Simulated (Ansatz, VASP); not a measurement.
# One calculation of Ge, two programs

```xyz
2
Lattice="0.0000 2.7904 2.7904 2.7904 0.0000 2.7904 2.7904 2.7904 0.0000" Properties=species:S:1:pos:R:3 pbc="T T T"
Ge    0.0000    0.0000    0.0000
Ge    1.3952    1.3952    1.3952
```

Change from the starting cell: volume scaled by 0.96, ions relaxed.

Alike in both runs: functional PBE; k mesh 14 × 14 × 14; occupations fermi-dirac, width 0.05 eV; no spin polarisation.

Ansatz relaxed the structure, and its values are those at the end. VASP's run is a single point on that final structure, the one shown.

|  | VASP | Ansatz |
| --- | --- | --- |
| version | VASP 6.6.1 | Ansatz 0.2.0 |
| potentials or method | VASP PAW PBE potentials, release 64 (Ge_d) | plane-wave PAW, scalar-relativistic |
| plane-wave cutoff (eV) | 520 | 420 |
| valence electrons in the cell | 28 | 28 |

|  | VASP | Ansatz | Ansatz less VASP |
| --- | --- | --- | --- |
| pressure (GPa) | 7.0 | 7.1 | +0.08 |

Ansatz warned: «stress_scf_threshold_loose».
